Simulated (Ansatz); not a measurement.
# C: the gap against volume

C, P6_3/mmc, a = 2.503 Å, c = 4.169 Å. Ansatz: r2SCAN, PAW, 500 eV, Γ-centred 12×12×6 mesh on 4 atoms, Gaussian smearing 0.02 eV; no spin polarisation. Shape and atoms are relaxed at each volume; x = ln(V/V0) with V0 = 5.656 Å³/atom. The gap is read at the mesh points alone.

| x | gap y (eV) |
| --- | --- |
| -0.1278 | 3.037 |
| -0.0943 | 3.195 |
| -0.0619 | 3.340 |
| -0.0305 | 3.474 |
| 0.0000 | 3.596 |
| 0.0296 | 3.709 |
| 0.0583 | 3.810 |
| 0.0953 | ? |

Fit a straight line to the other rows, give the volume deformation potential of the gap and its pressure coefficient, and predict the missing gap. B0 = 450.5 GPa.

Means x = -0.03237, y = 3.4516; Σ(Δx)² = 0.02693, ΣΔxΔy = 0.1119; the slope is their ratio. y = 3.5861 + 4.1563 x. The slope is the deformation potential a = dE_g/d ln V = 4.16 eV, and dE_g/dP = −a/B0 = -9.23 meV/GPa. With a term in x² added, the coefficient of x becomes 3.897, 6 % less, which shows how far this figure hangs on the form. At x = 0.0953 the fit asked for gives 3.982 eV. The run gave 3.940 eV, so the fit is 0.042 eV too high, 4.7 % of the span of the series, against an rms of 0.013 eV on the fitted rows. The row lies outside the fitted range. With a term in x² added, a fit to the same known rows predicts 3.933 eV, so most of the miss is curvature that the known rows already hold.

Semilocal functionals give gaps under the measured ones; changes of the gap mostly carry over better.